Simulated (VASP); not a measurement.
# KCl: single point with LDA

The system is KCl.

```
K Cl
1.0
     3.63400    0.00000    0.00000
     0.00000    3.63400    0.00000
     0.00000    0.00000    3.63400
K Cl
1 1
Direct
  0.00000 0.00000 0.00000
  0.50000 0.50000 0.50000
```

Measurements of this composition are mostly on another form, of space group No. 225.

* Program: VASP 6.6.1
* Task: single point
* Functional: LDA
* Potentials or basis: VASP PAW LDA potentials, release 64 (K_sv, Cl)
* Cutoff: 520 eV
* k mesh: 7 × 7 × 7
* Occupations: fermi-dirac, width 0.01 eV
* Spin: no spin polarisation
* Dipole correction: no
* Further INCAR settings: ALGO = Fast; EDIFF = 1e-06; NBANDS = 15

The pressure is 0.1 GPa and the band gap on the k mesh is 5.17 eV, indirect (least direct gap 5.38 eV).

Levels at points of the mesh, in eV from the valence-band top:
```tsv
k point	band 6	band 7	band 8	band 9	band 10	band 11
(0.00, 0.00, 0.00)	-0.21	-0.21	-0.21	5.17	6.06	6.06
```

It took 16 s on 1 thread of Intel(R) Xeon(R) Platinum 8259CL CPU @ 2.50GHz (Skylake/Cascade Lake) (shared host), peak memory 0.14 GiB.

Caveat: an odd mesh through Γ misses points on the zone boundary, where band edges often lie.
